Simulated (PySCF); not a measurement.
Isomers of C7H6O. Theory: TDDFT wB97X-D/def2-SVPD, vertical, gas phase, core orbitals frozen in the response (PySCF 2.14.0, density-fitted response routines). Geometries: GFN2-xTB; one conformer of each isolated species. Triplets are in the Tamm–Dancoff approximation.

A. `C=C1C=CC(=O)C=C1`
B. `C#CCC1=CC=CO1`
C. `O=CC1=CC=CC=C1`
D. `OC1=CC2=C(C=C1)C2`

Lowest singlet levels (six at most, fewer where fewer were computed) with oscillator strengths:

1. 252 nm (f 0.081); 216 nm (f 0.042); 204 nm (f 0.003); 199 nm (f 0.000); 187 nm (f 0.001); 186 nm (f 0.002); T1 3.99 eV
2. 319 nm (f 0.000); 246 nm (f 0.020); 227 nm (f 0.262); 186 nm (f 0.262); 186 nm (f 0.002); 181 nm (f 0.474); T1 3.40 eV
3. 203 nm (f 0.285); 188 nm (f 0.007); 184 nm (f 0.002); 180 nm (f 0.005); 178 nm (f 0.004); 177 nm (f 0.002); T1 4.05 eV
4. 377 nm (f 0.000); 269 nm (f 0.002); 261 nm (f 0.634); 208 nm (f 0.001); 207 nm (f 0.020); 202 nm (f 0.000); T1 2.39 eV

Problem. Which spectrum belongs to which structure?

Solution. 1 = D, 2 = C, 3 = B, 4 = A.
- A: S1 at 3.29 eV, HOMO-1→LUMO (92%); Löwdin shares by element: HOMO carbon 48% or more, oxygen 17% (atoms not listed hold the other 35%); LUMO carbon 46% or more, oxygen 15% (atoms not listed hold the other 39%); HOMO -9.00 and LUMO -1.12 eV; point group C2v, 2 of its 6 listed states under f = 0.0005.
- B: S1 at 6.11 eV, HOMO→LUMO (94%); Löwdin shares by element: HOMO carbon 79% or more (atoms not listed hold the other 21%); LUMO carbon 44% or more, oxygen 15% (atoms not listed hold the other 41%); HOMO -8.31 and LUMO 1.89 eV.
- C: S1 at 3.88 eV, HOMO-1→LUMO (89%), HOMO-1→LUMO+3 (10%); Löwdin shares by element: HOMO (one of a set within 0.03 eV) carbon 73% or more (atoms not listed hold the other 27%); LUMO carbon 46% or more, oxygen 19% (atoms not listed hold the other 35%); HOMO -9.56 and LUMO -0.25 eV; point group Cs, 1 of its 6 listed states under f = 0.0005.
- D: S1 at 4.93 eV, HOMO→LUMO (88%), HOMO-1→LUMO+1 (11%); Löwdin shares by element: HOMO carbon 52% or more, oxygen 16% (atoms not listed hold the other 33%); LUMO carbon 66% or more (atoms not listed hold the other 34%); HOMO -8.01 and LUMO 1.28 eV; point group Cs, 1 of its 6 listed states under f = 0.0005.
